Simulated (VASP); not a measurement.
Write the native input for VASP 6.6.1 that does the following.

```
Task                   : relaxation of cell and atoms
Functional             : PBE
Potentials or basis    : VASP PAW PBE potentials, release 64 (Se)
Cutoff                 : 520 eV
k mesh                 : 3 × 3 × 3
Occupations            : gaussian, width 0.02 eV
Spin                   : no spin polarisation
Target pressure        : 110 GPa
Further INCAR settings : ALGO = Normal; EDIFF = 1e-07; IBRION = 2; EDIFFG = -0.002; NSW = 80; ISIF = 3
Target pressure        : 110 GPa
```

The structure of Se lies in POSCAR:

```
Se
1.0
    1.9250000000      1.1113992700      0.8816666700
   -1.9250000000      1.1113992700      0.8816666700
    0.0000000000     -2.2227985400      0.8816666700
Se
1
Direct
    0.0000000000      0.0000000000      0.0000000000
```

This isn't the form of Se at room conditions, which is trigonal, of chains.

The input as run:

INCAR

```
ALGO = Normal
EDIFF = 1E-7
EDIFFG = -0.002
ENCUT = 520
GGA = PE
IBRION = 2
ISIF = 3
ISMEAR = 0
LASPH = True
LCHARG = False
LREAL = False
LWAVE = False
NELM = 60
NSW = 80
PREC = Accurate
PSTRESS = 1100.0
SIGMA = 0.02
```

KPOINTS

```
k-points
0
Gamma
  3 3 3
```

Potentials or basis: VASP PAW PBE potentials, release 64 (Se).

The run is started by

```console
$ cat potpaw_PBE.64/Se/POTCAR > POTCAR
$ mpirun -np 1 vasp_std > vasp.out
```

It gave:

```
Relaxed volume                                         : 12.94 Å³/atom
Relaxed cell                                           : a = 2.414 Å, b = 2.414 Å, c = 2.414 Å, α = 102.25°, β = 102.25°, γ = 102.25°
Space group after relaxing (to 0.05 Å)                 : R-3m (No. 166)
Energy change on relaxing (the enthalpy is what falls) : -1857.7 meV/atom
Ionic steps                                            : 15
Pressure after relaxing                                : 110.0 GPa
Band gap on the k mesh                                 : none (metal or under the smearing width)
```

Caveat: the k mesh is coarse (spacing up to 1.01 Å⁻¹), so the values aren't converged; the cell is relaxed towards a set pressure, so the enthalpy falls and the energy may rise.

Run time: 12 s on 1 thread of Intel(R) Xeon(R) 6975P-C (Granite Rapids), on a shared host, peak memory 0.12 GiB.
